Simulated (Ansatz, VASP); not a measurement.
**One calculation of MgO, two programs**

```
Mg O
1.0
     3.30779    0.00000    0.00000
    -1.65389    2.86463    0.00000
     0.00000    0.00000    4.98288
Mg O
2 2
Direct
  0.66356 0.34963 0.48706
  0.32274 0.67378 0.00891
  0.66321 0.33112 0.90705
  0.30418 0.66108 0.41259
```

Change from the starting cell: atoms moved at random, drawn with an rms of 0.05 Å.

Alike in both runs: task single point; functional PBE; k mesh 9 × 9 × 6; occupations fermi-dirac, width 0.05 eV; no spin polarisation.

|  | VASP | Ansatz |
| --- | --- | --- |
| version | VASP 6.6.1 | Ansatz 0.2.0 |
| potentials or method | VASP PAW PBE potentials, release 64 (Mg, O) | Ansatz PAW |
| plane-wave cutoff (eV) | 520 | 420 |
| valence electrons in the cell | 16 | 32 |

VASP gave:

* gap on the k mesh at the Fermi level (eV): 3.34
* least direct gap on the mesh (eV): 3.34
* pressure (GPa): 3.4
* largest component of the traceless stress (GPa): 3.96
* rms of the force components (eV/Å): 0.610

Question: Estimate Ansatz's values.

Answer: gap on the k mesh at the Fermi level (eV): 3.36; least direct gap on the mesh (eV): 3.36; pressure (GPa): 3.7; largest component of the traceless stress (GPa): 3.94; rms of the force components (eV/Å): 0.602.

Atom by atom the forces differ by 0.007 eV/Å (rms over components). The functional is the same, so the differences come from potentials, cutoffs and numerics. The two sets of potentials don't hold the same shells in valence.

Caveats: an odd mesh through Γ misses points on the zone boundary, where band edges often lie (VASP); odd divisions of the mesh miss points on the zone boundary, where band edges often lie, so the gap on the mesh can be too wide (Ansatz); the pressure holds a Pulay correction of +0.5 GPa for the finite cutoff (Ansatz).
